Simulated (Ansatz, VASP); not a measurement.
# Ru in VASP and in Ansatz

Contents of INCAR:

```
SYSTEM = Ru
PREC = Accurate
ENCUT = 520
EDIFF = 1E-7
ISMEAR = -1
SIGMA = 0.1
LREAL = .FALSE.
LASPH = .TRUE.
NELM = 100
ALGO = Normal
ISIF = 2
LWAVE = .FALSE.
LCHARG = .TRUE.
GGA = RE
LELF = .TRUE.
LVHAR = .TRUE.
NBANDS = 21
```

KPOINTS

```
regular mesh
0
G
  22 22 12
  0 0 0
```

The input POSCAR:

```
Ru
1.0
    2.8039941905      0.0000000000      0.0000000000
   -1.4019970952      2.4283302011      0.0000000000
    0.0000000000      0.0000000000      4.4151565036
Ru
2
Direct
    0.3333333333      0.6666666667      0.2500000000
    0.6666666667      0.3333333333      0.7500000000
```

Input for Ansatz:

```yaml
crystal:
  lattice:
    - [2.8039941905, 0.0, 0.0]
    - [-1.4019970952, 2.4283302011, 0.0]
    - [0.0, 0.0, 4.4151565036]
  atoms:
    - { symbol: Ru, position: [0.3333333333, 0.6666666667, 0.25] }
    - { symbol: Ru, position: [0.6666666667, 0.3333333333, 0.75] }
hamiltonian:
  xc: revpbe
  pseudopotentials:
    kind: paw
    azcp:
      Ru: "pseudopotentials/Ru.paw.azcp"
basis:
  ecutwfc: 420
  fft_grid_basis: typed
kpoints:
  mp_grid: { grid: [22, 22, 12], shift: [0, 0, 0] }
magnetization:
  spin_polarized: false
scf:
  occupations: { method: fermi_dirac, width: 0.1 }
output:
  stress: true
```

Alike in both runs: task single point; functional revPBE; k mesh 22 × 22 × 12; occupations fermi-dirac, width 0.1 eV; no spin polarisation.

|  | VASP | Ansatz |
| --- | --- | --- |
| version | VASP 6.6.1 | Ansatz 0.2.0 |
| potentials or method | VASP PAW PBE potentials, release 64 (Ru_pv) | plane waves (420 eV) with PAW, scalar-relativistic |
| plane-wave cutoff (eV) | 520 | 420 |
| valence electrons in the cell | 28 | 32 |

```csv
,VASP,Ansatz,Ansatz less VASP
pressure (GPa),-19.1,-19.0,+0.08
largest component of the traceless stress (GPa),0.47,0.47,+0.003
```

The functional is the same, so the differences come from potentials, cutoffs and numerics. The two sets of potentials don't hold the same shells in valence.

Caveats: so large a pressure means that the cell lies far from this level's equilibrium, or that cutoff or potentials fall short (VASP); the potentials were made for another functional, which shifts forces and pressure (VASP).
